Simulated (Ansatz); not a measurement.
Structure relaxation of AlNi

Theory: DFT PBE, scalar-relativistic, plane waves, PAW in Ansatz. Cutoff 420 eV, Γ-centred k mesh, Gaussian smearing, no spin polarisation in the final step.

AlNi was placed on the CoSn structure type (P6/mmm, No. 191), with Al in place of Co, Ni in place of Sn, at a guessed volume.

```xyz
6
Lattice="4.6134 0.0000 0.0000 -2.3067 3.9954 0.0000 0.0000 0.0000 3.7222" Properties=species:S:1:pos:R:3 pbc="T T T"
Al    2.3067    0.0000    0.0000
Al    1.1534    1.9977    0.0000
Al   -1.1534    1.9977    0.0000
Ni    0.0000    0.0000    0.0000
Ni    0.0000    2.6636    1.8611
Ni    2.3067    1.3318    1.8611
```

Cell and atoms relax at zero pressure; the relaxation can't lower the symmetry of the start. After a coarse first stage the cell is made exact in the group found at 0.06 Å.

The zero of energy is the elements' standard structures at the same level; no fitted shifts are applied.

Task: Describe the relaxed structure.

Result: It keeps P6/mmm (No. 191). The result has the CoSn (Al on Co sites) structure. Conventional cell: a = 5.171 Å, c = 3.904 Å. Al has 6 Ni at 2.46–2.59 Å and 4 Al at 2.59 Å; Ni on Wyckoff site a (1 atom of the primitive cell) is coordinated by 6 Al at 2.59 Å; around Ni on Wyckoff site d (2 atoms of the primitive cell) lie 6 Al at 2.46 Å.

Space group P6/mmm (No. 191). a = 5.171 Å, b = 5.171 Å, c = 3.904 Å, α = 90.00°, β = 90.00°, γ = 120.00°
```json
{"atom": "Al", "site": "3f", "symmetry": "mmm", "x": "0.5000", "y": "0.0000", "z": "0.0000"}
{"atom": "Ni", "site": "1a", "symmetry": "6/mmm", "x": "0.0000", "y": "0.0000", "z": "0.0000"}
{"atom": "Ni", "site": "2d", "symmetry": "-6m2", "x": "0.3333", "y": "0.6667", "z": "0.5000"}
```

Task: What are its volume, energy, density and gap?

Result: The volume per atom is 15.07 Å³. The density is 4.72 g/cm³, the energy over the elements is 0.01 eV/atom and the gap on the 9×9×10 mesh is 0 eV (a metal).

The final run used a 9×9×10 mesh on its 6-atom cell and 0.10 eV smearing. The k mesh leaves about 4 meV/atom of noise in metals. A structure relaxed within its symmetry needn't be a true minimum.